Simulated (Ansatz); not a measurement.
# C (P6_3/mmc): how far a G0W0 gap depends on its settings, part 2 of 2

Ansatz 0.2.0, plane waves.

### 8 Starting from LDA

Contents of input.yaml:

```yaml
crystal:
  lattice:
    - [2.5031953733, 0.0, 0.0]
    - [-1.2515976866, 2.1678307839, 0.0]
    - [0.0, 0.0, 4.1688692751]
  atoms:
    - { symbol: C, position: [0.3333333333, 0.6666666667, 0.0002313174] }
    - { symbol: C, position: [0.6666666667, 0.3333333333, 0.5002313174] }
    - { symbol: C, position: [0.3333333333, 0.6666666667, 0.3747686826] }
    - { symbol: C, position: [0.6666666667, 0.3333333333, 0.8747686826] }
kpoints:
  mp_grid: { grid: [6, 6, 4] }
hamiltonian:
  xc: lda
scf:
  occupations: { method: fixed }
gw:
  n_empty_bands: 85
  ecut_chi: 140
  qp_bands: [v2, c2]
  qp_kpoints: band_edges
  screening: { model: contour_deformation }
```

Run with:

```sh
> ansatz run input.yaml --threads 2 --pin off --max-ram 3686MiB --backend cpu --events-out ev --progress --plain --runs-dir out
```

Log:

```text
Warning: RAYON_NUM_THREADS=2 ignored (pool sized by the plan → 2); use --threads N
Engine: ansatz 0.2.0, x86_64-unknown-linux-gnu
Pseudopotentials: kind: paw
Pseudopotential: C, paw, valence charge 4, recommended cutoff 420 eV (normal), C.paw.azcp
Functional definition: SPW92
  exchange = slater_x
  correlation = pw_c
Crystal: 4 atoms, lattice volume = 22.622 Å³
Basis set: ecut = 420 eV, 427 PW (Γ)
Bands: 12, of which v1, the nominal top of the filled ones, is band 8 counted from 1 (7 counted from 0)
Symmetry: 24 space group operations
Space group: P63/mmc (ITA 194), of the structure as read, at distance tolerance 2.8e-5 Å
k-points: 21 of 144
Non-local potential: C, projectors of the file, l = 0: 2, l = 1: 2, l = 2: 1
PAW form: soft (Blöchl's): semilocal exchange-correlation on the pseudo side does not see the compensation charge
PAW frozen core: C, regenerated for the run's functional, and the local potential with it (the file was generated under x = pbe(κ = 0.804, μ = 0.2195149727645171), c = pbe(β = 0.06672455060314922))
PAW one-centre angular grid: C, 110 points (default); XC on 64 Gauss nodes
Initial density: superposition of atomic densities (neutral atoms: chi_scale 0, normalization atom), corrected by the library's trained network
Initial wavefunctions: pseudopotential atomic-orbital guess
Functional: x = slater, c = lda
SCF iter   1: F=—  HF=-971.844105 eV  |F-HF|=—  |Δ(HF+E_count)|=         —  Δρ=8.22e-3  dr2=6.76e-3  ethr=1.77e-3  ⟨swp⟩=4.4  Hψ=1264  notcnv=0  defer=26
preconditioner: auto → none  [insulator: Δε(μ)=3.109 eV  Ē_g=16.854 eV  n_scr=2 (ndim 8)  ℏωp=31.2 eV  f_vac=0.000  ε∞_Penn≈4.4]
SCF iter   2: F=—  HF=-971.841731 eV  |F-HF|=—  |Δ(HF+E_count)|=   2.37e-3  Δρ=3.78e-3  dr2=1.24e-3  ethr=4.22e-5  ⟨swp⟩=1.8  Hψ=447  notcnv=0  defer=30
SCF iter   3: F=—  HF=-971.841271 eV  |F-HF|=—  |Δ(HF+E_count)|=   4.60e-4  Δρ=2.38e-4  dr2=4.53e-6  ethr=7.75e-6  ⟨swp⟩=2.8  Hψ=393  notcnv=0  defer=36
iter 4 did not close the SCF: its close was put off for the readings that it lacked (scf_convergence_deferred on its scf_iter line)
SCF iter   4: F=-971.841269 eV  HF=-971.841269 eV  |F-HF|=5.41e-9  |Δ(HF+E_count)|=   1.71e-6  Δρ=2.01e-5  dr2=2.89e-8  ethr=2.83e-8  ⟨swp⟩=2.2  Hψ=394  notcnv=0  defer=3
iter 5 did not close the SCF: its close was put off for the readings that it lacked (scf_convergence_deferred on its scf_iter line)
SCF iter   5: F=-971.841269 eV  HF=-971.841269 eV  |F-HF|=2.56e-10  |Δ(HF+E_count)|=   2.65e-9  Δρ=5.77e-6  dr2=1.67e-9  ethr=1.80e-10  ⟨swp⟩=2.5  Hψ=414  notcnv=0  defer=3
SCF iter   6: F=-971.841269 eV  HF=-971.841269 eV  |F-HF|=4.55e-13  |Δ(HF+E_count)|=  2.79e-10  Δρ=4.27e-7  dr2=1.03e-11  ethr=1.04e-11  ⟨swp⟩=3.0  Hψ=933  notcnv=0
SCF 1 converged in 6 iterations: F = -971.841269 eV  dr2 = 1.03e-11
NSCF: frozen V_eff on 21 k-points
G₀W₀ screening: q 1/21
G₀W₀ screening: q 2/21 (q-point 17)
G₀W₀ screening: q 3/21 (q-point 5)
G₀W₀ screening: q 4/21 (q-point 8)
G₀W₀ screening: q 5/21 (q-point 14)
G₀W₀ screening: q 6/21 (q-point 16)
G₀W₀ screening: q 7/21 (q-point 18)
G₀W₀ screening: q 8/21 (q-point 4)
G₀W₀ screening: q 9/21 (q-point 6)
G₀W₀ screening: q 10/21 (q-point 7)
G₀W₀ screening: q 11/21 (q-point 9)
G₀W₀ screening: q 12/21 (q-point 11)
G₀W₀ screening: q 13/21
G₀W₀ screening: q 14/21 (q-point 15)
G₀W₀ screening: q 15/21 (q-point 20)
G₀W₀ screening: q 16/21 (q-point 10)
G₀W₀ screening: q 17/21 (q-point 12)
G₀W₀ screening: q 18/21 (q-point 2)
G₀W₀ screening: q 19/21
G₀W₀ screening: q 20/21 (q-point 21)
G₀W₀ screening: q 21/21 (q-point 3)
G₀W₀ self-energy: k 1/11
G₀W₀ self-energy: k 2/11
G₀W₀ self-energy: k 3/11
G₀W₀ self-energy: k 4/11
G₀W₀ self-energy: k 5/11
G₀W₀ self-energy: k 6/11
G₀W₀ self-energy: k 7/11
G₀W₀ self-energy: k 8/11
G₀W₀ self-energy: k 9/11
G₀W₀ self-energy: k 10/11
G₀W₀ self-energy: k 11/11
SCF converged after 6 iterations
Free energy (F): -971.841269 eV
Harris-Foulkes:  -971.841269 eV  (|F-HF|=4.55e-13)
Internal energy: -971.841269 eV  (E = F + TS)
E sigma→0 (E₀):  -971.841269 eV
Fermi energy:    13.401858 eV
--- Per-component energies (eV) ---
  E_band       = 67.045789
  E_kinetic    = 369.413467
  E_local      = -250.163164  (includes V_loc(G=0)·N_el)
  E_nonlocal   = 110.920408
  E_hartree    = 53.933208
  E_xc         = -193.500118
  E_vxc        = -240.866033  (∫ρ·V_xc dr)
  E_paw        = -367.041902  (= ΣΔE_a)
  E_vpaw       = -30.125344  (= ΣTr[D̂ρ^β])
  E_aug_tail   = 0.000041  (compensation charges beyond the density's cutoff)
  E_ewald      = -695.654539
  E_core_change = 0.251330  (= ΣΔE_core)
  E_smearing   = -0.000000  (= −TS)
  E_closure    = -0.000000  (closes the sum)
  Σ components = -971.841269   (vs F -971.841269, Δ=0.00e0)
--- Band table (eV; the first three rows and the last of 21) ---
  k-point 0: bands = ["-8.2724", "-2.6284", "-0.3125", "10.3224", "10.3224", "12.9202", "13.4019", "13.4019", "18.3414", "18.3414", "18.6854", "21.7203"]
  k-point 1: bands = ["-7.8508", "-4.5776", "2.3463", "10.5481", "10.6494", "10.6494", "12.7408", "12.7408", "19.0798", "19.0798", "19.8884", "21.5978"]
  k-point 2: bands = ["-6.5979", "-6.5979", "6.3942", "6.3942", "11.5547", "11.5547", "11.5547", "11.5547", "20.6106", "20.6106", "20.6106", "20.6106"]
  k-point 20: bands = ["0.0101", "0.0101", "0.9890", "0.9890", "3.7994", "3.7994", "9.0970", "9.0970", "20.8808", "20.8808", "22.2846", "22.2846"]
--- G₀W₀: contour deformation, 6 samples at zero and on the imaginary axis and 2 off it, 144 q-points, 85 empty bands' worth ---
  eigenvalues of the whole cell's RPA ε∞ on this k-mesh (on a slab, of 1 + 4πα/V) = 5.6478, 5.6478, 5.7269; static W/v taken at q = 0 is 0.176390
  bands read: the sum over 93 bands ends inside a degenerate multiplet in 7 slots, whose members it reads at an even weight; the widest, k=2: bands 93 to 96 (counted from 1) at 1/4 each
  gw.qp_kpoints: band_edges: 11 of 21 stored k-points solved, in 1 pass; an edge of the gap read off the rows below is read off those points alone
    valence top: of the k-points left out ik 1 came nearest to being solved in a further pass, in band 7 (counted from 1, as in the quasiparticle table): it holds the edge there only if its correction is more favourable than any solved in that band by at least 0.661 eV; those differ by 0.500 eV
    conduction bottom: of the k-points left out ik 15 came nearest to being solved in a further pass, in band 9 (counted from 1, as in the quasiparticle table): it holds the edge there only if its correction is more favourable than any solved in that band by at least 1.639 eV; those differ by 0.457 eV
    ik  band        ε_KS         Σx   Σc(E_QP)       V_xc       Z   E_QP_lin       E_QP  E_QP is
     0     7     13.4019   -20.3211     1.8197   -18.1860  0.8272    13.0861    13.0865  root
     0     8     13.4019   -20.3211     1.8197   -18.1860  0.8272    13.0861    13.0865  root
     0     9     18.3414   -10.0234    -5.0794   -16.4306  0.8292    19.6769    19.6692  root
     0    10     18.3414   -10.0234    -5.0794   -16.4306  0.8292    19.6769    19.6692  root
     3     7     11.9575   -19.9778     1.9625   -17.6188  0.8254    11.5605    11.5611  root
     3     8     12.3462   -20.4194     2.1105   -17.9151  0.8247    11.9519    11.9525  root
     3     9     18.4572    -9.9228    -5.0752   -16.1533  0.8314    19.6184    19.6125  root
     3    10     19.6090   -10.0734    -5.4388   -16.9233  0.8238    21.0300    21.0201  root
     5     7     10.4516   -20.5735     2.6229   -17.4130  0.8191     9.9126     9.9139  root
     5     8     10.4516   -20.5735     2.6229   -17.4130  0.8191     9.9126     9.9139  root
     5     9     19.9857    -9.6617    -5.4665   -16.3657  0.8272    21.2310    21.2232  root
     5    10     19.9857    -9.6617    -5.4665   -16.3657  0.8272    21.2310    21.2232  root
     6     7      9.5210   -20.1269     2.6534   -16.8790  0.8177     8.9248     8.9265  root
     6     8     10.8485   -20.7510     2.5881   -17.6429  0.8201    10.3274    10.3286  root
     6     9     18.1118    -9.5259    -5.0286   -15.5010  0.8366    19.0622    19.0583  root
     6    10     20.9731    -9.4320    -5.8682   -16.7678  0.8204    22.4532    22.4407  root
     7     7      9.7923   -20.5510     2.7307   -17.2373  0.8174     9.2076     9.2093  root
     7     8     10.1739   -20.7513     2.7572   -17.4280  0.8178     9.6063     9.6078  root
     7     9     18.2129    -9.7124    -5.0360   -15.6982  0.8355    19.1667    19.1628  root
     7    10     20.1202    -9.1114    -5.5400   -15.9346  0.8292    21.4119    21.4035  root
     8     7      8.9011   -20.8865     3.1132   -17.1183  0.8126     8.2437     8.2461  root
     8     8      8.9011   -20.8865     3.1132   -17.1183  0.8126     8.2437     8.2461  root
     8     9     19.0878    -9.4944    -5.2338   -15.7728  0.8334    20.1375    20.1324  root
     8    10     19.0878    -9.4944    -5.2338   -15.7728  0.8334    20.1375    20.1324  root
     9     7      7.4111   -19.9455     3.1891   -16.0347  0.8091     6.6862     6.6895  root
     9     8     10.2577   -20.9068     2.7794   -17.5593  0.8179     9.6881     9.6896  root
     9     9     17.8776    -9.2215    -5.0206   -15.1132  0.8395    18.7519    18.7487  root
     9    10     21.3106    -7.8056    -5.6548   -14.5973  0.8311    22.4550    22.4474  root
    11     7      8.5900   -21.1226     3.1972   -17.2243  0.8111     7.8860     7.8888  root
    11     8      8.5900   -21.1226     3.1972   -17.2243  0.8111     7.8860     7.8888  root
    11     9     19.2646    -9.0160    -5.3059   -15.3447  0.8351    20.2924    20.2875  root
    11    10     19.2646    -9.0160    -5.3059   -15.3447  0.8351    20.2924    20.2875  root
    17     7      8.7602   -20.9676     3.1172   -17.1770  0.8124     8.0843     8.0868  root
    17     8      8.7602   -20.9676     3.1172   -17.1770  0.8124     8.0843     8.0868  root
    17     9     20.3502    -9.4633    -5.5000   -16.0525  0.8290    21.4455    21.4394  root
    17    10     20.3502    -9.4633    -5.5000   -16.0525  0.8290    21.4455    21.4394  root
    18     7      6.1745   -20.8979     3.7872   -16.2949  0.7978     5.3537     5.3587  root
    18     8      6.3402   -20.8093     3.7637   -16.2435  0.7998     5.5330     5.5381  root
    18     9     16.5209    -7.6811    -4.7161   -13.3271  0.8480    17.4540    17.4508  root
    18    10     25.0479    -9.3018    -7.4052   -18.2767  0.7827    26.6463    26.6175  root
    20     7      9.0970   -21.0033     3.0474   -17.3138  0.8137     8.4528     8.4550  root
    20     8      9.0970   -21.0033     3.0474   -17.3138  0.8137     8.4528     8.4550  root
    20     9     20.8808    -9.8342    -5.6807   -16.6156  0.8250    21.9882    21.9815  root
    20    10     20.8808    -9.8342    -5.6807   -16.6156  0.8250    21.9882    21.9815  root
```

It took 9.9 s on 2 threads of an x86-64 CPU, shared host; peak memory 0.33 GiB.

On its 6×6×4 mesh the gap goes from 3.12 eV (LDA) to 4.36 eV, a shift of +1.24 eV, with 85 empty bands and a screening cutoff of 140 eV. The renormalisation factors Z of the two edge bands lie between 0.80 and 0.85.

### 9 Starting from r2SCAN

input.yaml: that of step 8 with these lines changed.

```diff
@@ -13,3 +13,3 @@
 hamiltonian:
-  xc: lda
+  xc: r2scan
 scf:
```

Run with:

```sh
> ansatz run input.yaml --threads 2 --pin off --max-ram 3686MiB --backend cpu --events-out ev --progress --plain --runs-dir out
```

Log, cut to the lines that bear on the results:

```text
Warning: RAYON_NUM_THREADS=2 ignored (pool sized by the plan → 2); use --threads N
[...]
[... 1 set-up line as earlier in the session ...]
Pseudopotential: C, paw, valence charge 4, recommended cutoff 500 eV (meta_gga), C.paw.azcp
Functional definition: r2SCAN
[...]
Crystal: 4 atoms, lattice volume = 22.622 Å³
Basis set: ecut = 500 eV, 573 PW (Γ), exchange–correlation on 80×80×128 points (64 copies of the dense FFT grid, shifted against one another)
Bands: 12, of which v1, the nominal top of the filled ones, is band 8 counted from 1 (7 counted from 0)
[... 2 set-up lines as earlier in the session ...]
k-points: 21 of 144
[...]
SCF iter   1: F=—  HF=-1005.987862 eV  |F-HF|=—  |Δ(HF+E_count)|=         —  Δρ=9.96e-3  dr2=7.65e-3  dr2_τ=7.67e-1  ethr=1.77e-3  ⟨swp⟩=5.2  Hψ=1379  notcnv=0  defer=34
[...]
    17     7      8.7250   -20.9550     3.0974   -17.1825  0.8213     8.0474     8.0498  root
    17     8      8.7250   -20.9550     3.0974   -17.1825  0.8213     8.0474     8.0498  root
    17     9     20.9518    -9.4715    -5.2947   -15.4733  0.8372    21.6612    21.6589  root
    17    10     20.9518    -9.4715    -5.2947   -15.4733  0.8372    21.6612    21.6589  root
    18     7      6.0706   -20.8792     3.7250   -16.3902  0.8075     5.3025     5.3066  root
    18     8      6.2577   -20.8242     3.7142   -16.3392  0.8091     5.4828     5.4869  root
    18     9     17.2396    -7.6200    -4.5791   -12.6252  0.8546    17.6663    17.6657  root
    18    10     25.9663    -9.2653    -7.0374   -17.2900  0.7935    26.9635    26.9536  root
    20     7      9.0823   -20.9965     3.0354   -17.2985  0.8227     8.4175     8.4197  root
    20     8      9.0823   -20.9965     3.0354   -17.2985  0.8227     8.4175     8.4197  root
    20     9     21.4175    -9.8242    -5.4619   -16.0710  0.8338    22.2054    22.2024  root
    20    10     21.4175    -9.8242    -5.4619   -16.0710  0.8338    22.2054    22.2024  root
```

It took 15 s on 2 threads of an x86-64 CPU, shared host; peak memory 0.37 GiB.

With 85 empty bands and 140 eV for the screening, the 6×6×4 mesh shows 3.60 eV for r2SCAN and 4.56 eV for the quasiparticles (+0.96 eV). The renormalisation factors Z of the two edge bands lie between 0.81 and 0.85.

### 10 Results

This closing draws on all 2 parts.

```
 start  potentials  frequencies  empty bands  cutoff (eV)   mesh  Kohn-Sham gap (eV)  G0W0 gap (eV)
   PBE         PAW         full           36           80  6×6×4                3.32           4.11
   PBE         PAW         full           85          140  6×6×4                3.32           4.41
   PBE         PAW         full          156          210  6×6×4                3.32           4.56
   PBE         PAW         full           36           80  9×9×4                3.32           4.12
   PBE         PAW         pole           85          140  6×6×4                3.32           4.38
   PBE          NC         full           85          140  6×6×4                3.32           4.41
   LDA         PAW         full           85          140  6×6×4                3.12           4.36
r2SCAN         PAW         full           85          140  6×6×4                3.60           4.56
```

Gaps are those on each run's own mesh.

**Reading.** With bands and cutoff raised together, from 36 bands at 80 eV to 156 at 210 eV, the gap moves by +0.45 eV, and on the last rung by +0.15 eV; extrapolated in 1/N from the last two rungs, the limit on this k mesh would lie near 4.7 eV. The starting point matters: against PBE, LDA gives -0.04 eV, r2SCAN gives +0.15 eV. The plasmon pole changes the gap by -0.031 eV. Norm-conserving potentials change it by +0.005 eV. On the finer mesh the quasiparticle shift is +0.80 eV, against +0.79 eV on the coarse one.
